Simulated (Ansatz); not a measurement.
# SiC (Moissanite 6H) under changes of volume

One of the cells (10.487 Å³/atom); the others are scaled copies at fixed shape and fractional positions:

```
CELL_PARAMETERS angstrom
3.09500 0.00000 0.00000
-1.54750 2.68035 0.00000
0.00000 0.00000 15.17000
ATOMIC_POSITIONS crystal
Si 0.66667 0.33333 0.45830
Si 0.33333 0.66667 0.95830
Si 0.66667 0.33333 0.79170
Si 0.33333 0.66667 0.29170
Si 0.00000 0.00000 0.62500
Si 0.00000 0.00000 0.12500
C 0.66667 0.33333 0.33330
C 0.33333 0.66667 0.83330
C 0.66667 0.33333 0.66670
C 0.33333 0.66667 0.16670
C 0.00000 0.00000 0.50000
C 0.00000 0.00000 0.00000
```

```yaml
Program: Ansatz 0.2.0
Functional: rPW86-PBE
Dispersion: rVV10
Potentials_or_basis: Ansatz PAW
Cutoff: "420 eV (not typed: the program's choice for these potentials)"
k_mesh: 10 × 10 × 2
Occupations: fermi-dirac, width 0.05 eV
Spin: no spin polarisation
```

| volume (Å³/atom) | energy over the lowest point (meV/atom) | pressure (GPa) | largest force (eV/Å) |
| --- | --- | --- | --- |
| 9.858 | 37.30 | 17.3 | 0.155 |
| 10.068 | ? | ? | ? |
| 10.277 | 6.24 | 6.8 | 0.147 |
| 10.487 | 0.30 | 2.3 | 0.144 |
| 10.697 | 0.00 | -1.8 | 0.141 |
| 10.907 | 4.79 | -5.5 | 0.138 |
| 11.116 | 14.21 | -8.8 | 0.135 |

**Question.** What does the run at 10.068 Å³/atom give?

**Answer.** Energy over the lowest point 18.35 meV/atom; pressure 11.8 GPa; largest force 0.151 eV/Å.

Worked out: A Birch-Murnaghan fit of order 3 (a polynomial in V^(-2/3)) to the other rows has its minimum at 10.60 Å³/atom with B0 = V·E''(V) = 206 GPa and B' = 3.9 at fixed shape and positions, which overstates the stiffness. It gives 18.33 meV/atom at 10.068 Å³/atom, against the run's 18.35, and -dE/dV = 11.8 GPa, against 11.8.

Energies are extrapolated to zero smearing.

Caveats: the PAW data sets come from PBE, with cores solved anew for the run's functional, which leaves a small shift of forces and pressure.
